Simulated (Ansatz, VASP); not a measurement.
**Mo: VASP beside Ansatz**

```
Mo
1.0
    -1.55547    1.55547    1.55547
     1.55547   -1.55547    1.55547
     1.55547    1.55547   -1.55547
Mo
1
Cartesian
  0.0000 0.0000 0.0000
```

Alike in both runs: functional LDA; k mesh 16 × 16 × 16; occupations gaussian, width 0.1 eV; no spin polarisation.

Ansatz relaxed the structure, and its values are those at the end. VASP's run is a single point on that final structure, the one shown.

|  | VASP | Ansatz |
| --- | --- | --- |
| version | VASP 6.6.1 | Ansatz 0.2.0 |
| potentials or method | VASP PAW LDA potentials, release 64 (Mo_sv) | scalar-relativistic, plane waves, PAW |
| plane-wave cutoff (eV) | 520 | 420 |
| valence electrons in the cell | 14 | 14 |

VASP gave:

| Item | Value |
| --- | --- |
| gap on the k mesh at the Fermi level (eV) | none |
| pressure (GPa) | 1.2 |

Q: Which values does Ansatz return?

A: gap on the k mesh at the Fermi level (eV): none; pressure (GPa): 0.0.

A gap of «none» marks a metal or a gap that the smearing closes. Ansatz warned: «pseudo_functional_mismatch».
